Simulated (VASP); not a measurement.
Given:

```
CELL_PARAMETERS angstrom
      1.76906    -3.06410     0.00000
      1.76906     3.06410     0.00000
      0.00000     0.00000     5.71188
ATOMIC_POSITIONS crystal
  In 0.66667 0.33333 0.49989
  In 0.33333 0.66667 0.99989
  N  0.66667 0.33333 0.87911
  N  0.33333 0.66667 0.37911
```

Calculation: PBEsol GGA, VASP's PBE PAW potentials (set 64) (plane waves; VASP). Run with 520 eV cut-off, Gaussian smearing of 0.050 eV, potentials In_d N.

Unless said otherwise, spin-orbit coupling is left out, though it shifts the bands of the heavy elements here.

Predict the band gap (along the path) with the smallest direct gap where there is one.

```
Quantity                                                     Result
-------------------------  ----------------------------------------
band gap (along the path)  none (metal, semimetal or under 0.01 eV)
```

Only differences to runs with the same potentials and settings are physical.

The compound is InN in the wurtzite structure. It was relaxed first.
